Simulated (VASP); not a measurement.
Here is a VASP 6.6.1 calculation.

The input INCAR:

```
PREC = Accurate ; ENCUT = 600
EDIFF = 1E-7 ; ISMEAR = 0
SIGMA = 0.03 ; LREAL = False
LASPH = True ; NELM = 80
ALGO = Normal ; ISIF = 3
LWAVE = False ; LCHARG = False
GGA = PE ; IBRION = 2
NSW = 90 ; EDIFFG = -0.005
PSTRESS = 150.0
```

The input KPOINTS:

```
regular mesh
0
Gamma
  8 8 4
```

Contents of POSCAR:

```
I                                       
1.0
    3.0526273928     -2.0065151606     -0.0000000000
    3.0526273928      2.0065151606      0.0000000000
    0.0000000000      0.0000000000      9.1758747048
  I             
     4
Direct
     0.7971568071234016    0.2028431928765984    0.6240361357979668
     0.2028431928765984    0.7971568071234016    0.3759638642020331
     0.7028431928765984    0.2971568071234016    0.1240361357979669
     0.2971568071234016    0.7028431928765984    0.8759638642020332
```

Potentials or basis: VASP PAW PBE potentials, release 64 (I).

The run is started by

```sh
$ cat potpaw_PBE.64/I/POTCAR > POTCAR
$ mpirun -np 1 vasp_std > vasp.out
```

Question: What does it give for the band gap on the k mesh?

Answer: 0.21 eV, indirect (least direct gap 0.66 eV).

Forces in eV/Å, atoms in the order of the input:
```
I    0.000  0.003  0.002
I    0.000 -0.003 -0.002
I    0.000 -0.003  0.002
I    0.000  0.003 -0.002
```

Caveat: the relaxation stopped at its first step, so nothing moved; the cell is relaxed towards a set pressure, so the enthalpy falls and the energy may rise; spin-orbit coupling is left out, which moves the levels of the heavy elements. A hybrid or GW would open this gap; PBE tends to underestimate it.
